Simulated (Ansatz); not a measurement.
## Pt: electrostatic potential with PBE

The system is Pt.

```
CELL_PARAMETERS angstrom
-1.58422 1.58422 1.58422
1.58422 -1.58422 1.58422
1.58422 1.58422 -1.58422
ATOMIC_POSITIONS crystal
Pt 0.00000 0.00000 0.00000
```

This isn't the form of Pt at room conditions, which is fcc.

```json
{
 "Program": "Ansatz 0.2.0",
 "Task": "electrostatic potential",
 "Functional": "PBE",
 "Potentials or basis": "Ansatz PAW",
 "Cutoff": "420 eV (not typed: the program's choice for these potentials)",
 "k mesh": "12 × 12 × 12",
 "Occupations": "methfessel-paxton, width 0.2 eV",
 "Spin": "no spin polarisation"
}
```

```yaml
Pressure: -1.4 GPa
Band_gap_on_the_k_mesh: none (metal or under the smearing width)
```

Levels at points of the mesh, in eV from the Fermi level:
```tsv
k point	band 6	band 7	band 8	band 9	band 10	band 11	band 12	band 13
(0.00, 0.00, 0.00)	-3.37	-3.37	-3.37	-0.90	-0.90	17.15	17.15	17.15
(0.00, 0.00, -0.50)	-4.78	-1.09	-0.59	0.36	1.12	6.33	13.34	15.89
(-0.50, -0.50, -0.50)	-5.94	0.61	0.61	0.61	7.74	7.74	7.74	12.78
```

It took 3.5 s on 2 threads of Intel(R) Xeon(R) Processor @ 2.50GHz (Skylake/Cascade Lake), with other jobs on the host, peak memory 0.29 GiB.

Spin-orbit coupling is left out, which matters for the levels of Pt.
